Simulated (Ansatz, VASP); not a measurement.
This is a calculation of GaN for VASP 6.6.1.

File INCAR:

```
PREC     = Accurate       # precision mode
ENCUT    = 520            # plane-wave cutoff, eV
EDIFF    = 1E-7           # SCF threshold, eV
ISMEAR   = -1             # smearing method
SIGMA    = 0.05           # smearing width, eV
LREAL    = F              # projectors in reciprocal space
LASPH    = T              # aspherical terms in the spheres
NELM     = 80             # most SCF steps
ALGO     = Normal         # electronic algorithm
ISIF     = 2              # what is computed and relaxed
LWAVE    = F              # write WAVECAR
LCHARG   = T              # write CHGCAR
GGA      = PS             # functional
LELF     = T              # ELF
LVHAR    = T            
NBANDS   = 16             # bands
```

KPOINTS

```
Automatic mesh
0
Gamma
  11 11 11
```

The input POSCAR:

```
GaN
1.0
    0.0000000000      2.1493760412      2.1493760412
    2.1493760412      0.0000000000      2.1493760412
    2.1493760412      2.1493760412      0.0000000000
Ga N
1 1
Direct
    0.0000000000      0.0000000000      0.0000000000
    0.5000000000      0.5000000000      0.5000000000
```

Potentials or basis: VASP PAW PBE potentials, release 64 (Ga_d, N).

Run with:

```sh
$ cat potpaw_PBE.64/Ga_d/POTCAR potpaw_PBE.64/N/POTCAR > POTCAR
$ mpirun -np 1 vasp_std > vasp.out
```

Q: Translate it to Ansatz 0.2.0. Potentials there: all-electron LAPW, scalar-relativistic.

A: As run (the cutoff follows the program's own potentials):

The input input.yaml:

```yaml
crystal:
  lattice:
    - [0.0, 2.1493760412, 2.1493760412]
    - [2.1493760412, 0.0, 2.1493760412]
    - [2.1493760412, 2.1493760412, 0.0]
  atoms:
    - { symbol: Ga, position: [0.0, 0.0, 0.0] }
    - { symbol: "N", position: [0.5, 0.5, 0.5] }
kpoints:
  mp_grid: { grid: [11, 11, 11] }
scf:
  occupations: { method: fermi_dirac, width: 0.05 }
hamiltonian:
  xc: pbesol
  pseudopotentials: { kind: all_electron, lapw: { basis_error: 0.001 } }
output:
  forces: true
  stress: true
  eigenvalues: true
```

Potentials or basis: all-electron LAPW, scalar-relativistic.

Command:

```sh
$ ansatz run input.yaml --threads 1 --pin off --max-ram 3072MiB --backend cpu --events-out ev --progress --plain --runs-dir out
```

Both were run:

|  | VASP | Ansatz | Ansatz less VASP |
| --- | --- | --- | --- |
| gap on the k mesh at the Fermi level (eV) | 0.35 | 0.36 | +0.010 |
| least direct gap on the mesh (eV) | 2.14 | 2.14 | +0.001 |
| pressure (GPa) | -10.9 | -11.3 | -0.37 |

Ansatz ran all-electron here, so the differences hold the error of VASP's frozen core and of both bases.

Caveats: an odd mesh through Γ misses points on the zone boundary, where band edges often lie; the PAW data sets were made with another functional, which shifts forces and pressure a little (VASP).
